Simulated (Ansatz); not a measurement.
What a change of settings does to a run on SrO

The cell is COD entry 1100027, as deposited and not checked against the literature; nothing was relaxed. It is an old determination, and later ones may differ. The listed cell was then made from it by scaling, straining or moving an atom.

First run: DFT, PBE, PAW with Ansatz's default frozen-core files, scalar-relativistic (Ansatz 0.2.0).

Command: `ansatz run input.yaml --threads 1 --pin off --max-ram 2048MiB --backend cpu --events-out ev --progress --plain --runs-dir out` The run took about 1.8 s on 1 thread of a shared machine.

```yaml
crystal:
  lattice:
    - [0.0, 2.5910389797, 2.5910389797]
    - [2.5910389797, 0.0, 2.5910389797]
    - [2.5910389797, 2.5910389797, 0.0]
  atoms:
    - { symbol: Sr, position: [0.0, 0.0, 0.0] }
    - { symbol: O, position: [0.5, 0.5, 0.5] }
kpoints:
  mp_grid: { grid: [8, 8, 8] }
scf:
  occupations: { method: fermi_dirac, width: 0.02 }
hamiltonian:
  xc: pbe
  pseudopotentials: { kind: paw }
output:
  forces: true
  stress: true
  eigenvalues: true
  efg: { contact_densities: true }
```

Result: converged; pressure 0.64 GPa; gap on the k mesh 3.32 eV; 6 SCF iterations.

A second input differs as follows:

```diff
@@ -10,5 +10,5 @@
   mp_grid: { grid: [8, 8, 8] }
 scf:
-  occupations: { method: fermi_dirac, width: 0.02 }
+  max_iter: 80
 hamiltonian:
   xc: pbe
```

What is wrong with it, and what does the program do?

The fault is no occupation method. The run refused before any iteration. The log ends:
```
Error: YAML parse error: `scf.occupations.method` is required: fixed only where the cell keeps a band gap throughout the run, explicit beside scf.occupations.values (under evaluate: without them), else a smearing such as fermi_dirac (scf.occupations.width is optional; its entry in the input reference gives the default)
```
